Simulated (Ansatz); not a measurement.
Runs of Ansatz 0.2.0 on TiO2 (Anatase). Symmetry: I4_1/amd, No. 141, tetragonal system. The conventional cell has a = 3.784 Å, b = 3.784 Å, c = 9.515 Å, α = 90.00°, β = 90.00°, γ = 90.00°. Ti (site symmetry -4m2) has 6 O at 1.93 to 1.98 Å as nearest neighbours. Around O (site symmetry 2mm) lie 3 Ti at 1.93 to 1.98 Å. 

```tsv
level	U	hubbard projectors	double counting	gap on the mesh (eV)	pressure (GPa)	largest force (eV/Å)
PBE+U	Ti d U = 3 eV	ortho-atomic (the default)	fll (the default)	2.51	7.6	0.07
PBE+U	Ti d U = 5 eV	ortho-atomic (the default)	fll (the default)	2.81	9.5	0.06
PBE+U	Ti d U = 8 eV	ortho-atomic (the default)	fll (the default)	(b)	(a)	0.04
PBE+U	Ti d U = 1 eV	ortho-atomic (the default)	fll (the default)	2.25	5.9	0.09
PBE+U	Ti d U = 6 eV	ortho-atomic (the default)	fll (the default)	2.97	10.5	0.05
PBE	-	-	-	2.14	5.2	0.10
PBE+U	Ti d U = 2 eV	ortho-atomic (the default)	fll (the default)	(c)	6.8	0.08
PBE+U	Ti d U = 4 eV	ortho-atomic (the default)	fll (the default)	2.65	8.5	0.06
```

Alike in all rows: task projected density of states; potentials or basis Ansatz PAW; no spin polarisation; cell as given; k mesh 10 × 10 × 10; cutoff (eV) 420; smearing fermi-dirac 0.05 eV.

Q: Fill in the values left out.

A: (a) 12.7; (b) 3.36; (c) 2.37.

Caveats: the density of states is complete only up to the lowest level of the last band computed.

A k mesh can miss the band edges.
